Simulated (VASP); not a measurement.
**AgBr: relaxation of cell and atoms with PBEsol**

AgBr:

```xyz
2
Lattice="0.0000 2.8922 2.8922 2.8922 0.0000 2.8922 2.8922 2.8922 0.0000" Properties=species:S:1:pos:R:3 pbc="T T T"
Ag    0.0000    0.0000    0.0000
Br    2.8922    2.8922    2.8922
```

The cell is a database's computed one.

* Program: VASP 6.6.1
* Task: relaxation of cell and atoms
* Functional: PBEsol
* Potentials or basis: VASP PAW PBE potentials, release 64 (Ag, Br)
* Cutoff: 600 eV
* k mesh: 3 × 3 × 3
* Occupations: gaussian, width 0.02 eV
* Spin: no spin polarisation
* Further INCAR settings: ALGO = Normal; EDIFF = 1e-07; IBRION = 2; EDIFFG = -0.005; NSW = 60; ISIF = 3

* Relaxed volume: 23.27 Å³/atom
* Relaxed cell: a = 4.037 Å, b = 4.037 Å, c = 4.037 Å, α = 60.00°, β = 60.00°, γ = 60.00°
* Space group after relaxing (to 0.05 Å): Fm-3m (No. 225)
* Energy gained by relaxing: 5.3 meV/atom
* Ionic steps: 2
* Pressure after relaxing: 0.0 GPa
* Band gap on the k mesh: 0.87 eV, indirect (least direct gap 2.46 eV)

The path:
```csv
step,energy change (eV),largest force (eV/Å),pressure (GPa),volume (Å³)
1,0.0000,0.0000,-1.77,48.38
2,-0.0107,0.0000,-0.01,46.54
```

Final structure:
```cif
data_structure
_symmetry_space_group_name_H-M 'P 1'
_symmetry_Int_Tables_number 1
_cell_length_a 4.0375
_cell_length_b 4.0375
_cell_length_c 4.0375
_cell_angle_alpha 60.000
_cell_angle_beta 60.000
_cell_angle_gamma 60.000
_cell_volume 46.54
loop_
_atom_site_label
_atom_site_type_symbol
_atom_site_fract_x
_atom_site_fract_y
_atom_site_fract_z
_atom_site_occupancy
Ag1 Ag 0.00000 0.00000 0.00000 1
Br1 Br 0.50000 0.50000 0.50000 1
```

Levels at points of the mesh, in eV from the valence-band top:
```
           k point  band 5  band 6  band 7  band 8  band 9  band 10  band 11  band 12  band 13
(0.00, 0.00, 0.00)   -2.55   -2.55   -1.59   -1.59   -1.59     0.87    10.18    10.18    10.18
```

Wall time 24 s on 1 thread of AMD EPYC 7571 (shared host), peak memory 0.17 GiB.

Caveat: the k mesh is coarse (spacing up to 0.63 Å⁻¹), so the values aren't converged; the PAW data sets were made with another functional, which shifts forces and pressure a little; an odd mesh through Γ misses points on the zone boundary, where band edges often lie.
